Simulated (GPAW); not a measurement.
Crystal: BeS.

```
S Be
1.0
     0.00000    2.42500    2.42500
     2.42500    0.00000    2.42500
     2.42500    2.42500    0.00000
S Be
1 1
Direct
  0.75000 0.75000 0.75000
  0.00000 0.00000 0.00000
```

Base run:

```yaml
Program: GPAW 26.7.0
Functional: PBEsol
Potentials_or_basis: PAW data sets generated in the run's folder for this functional
Cutoff: 800 eV
Basis: pw
k_mesh: 9 × 9 × 9
Occupations: fermi-dirac, width 0.05 eV
Spin: no spin polarisation
```

Its results: band gap on the k mesh 3.02 eV, indirect (least direct gap 5.58 eV); pressure -0.7 GPa.

**Question.** The run is repeated on the same cell with these changes: functional from PBEsol to LDA; potentials or basis from PAW data sets generated in the run's folder for this functional to the program's PAW data sets (release 1.2.1) made for this functional. What comes out?

**Answer.** Band gap on the k mesh 2.99 eV, indirect (least direct gap 5.51 eV); pressure -2.6 GPa.

Caveats: the mesh misses the band edges, which the band path finds closer together.
